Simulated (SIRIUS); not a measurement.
Ta in SIRIUS: the effect of functional

The system is Ta.

```xyz
1
Lattice="-1.6513 1.6513 1.6513 1.6513 -1.6513 1.6513 1.6513 1.6513 -1.6513" Properties=species:S:1:pos:R:3 pbc="T T T"
Ta    0.0000    0.0000    0.0000
```

Alike in all runs:

```yaml
Program: SIRIUS 7.10.0
Task: single point
Potentials_or_basis: PseudoDojo 0.4.1 PBE standard (scalar relativistic)
Cutoff: 807 eV
Density_cutoff: 3227 eV
k_mesh: 11 × 11 × 11
Occupations: fermi-dirac, width 0.05 eV
Spin: no spin polarisation
```

Task: One run gave: pressure -1.9 GPa. Which functional did it use?
A. LDA
B. PBEsol
C. N12
D. PBE
E. BLYP

Result: C.

| functional | pressure (GPa) |
| --- | --- |
| LDA | -8.4 |
| PBE | 2.5 |
| PBEsol | -3.7 |
| RPBE | 6.0 |
| revPBE | 5.0 |
| BLYP | 8.5 |
| PW91 | 2.2 |
| AM05 | -4.2 |
| BPBE | 2.2 |
| N12 | -1.9 |
| APBE | 4.8 |

Caveats: the potentials were made for another functional, which shifts forces and pressure (some runs).
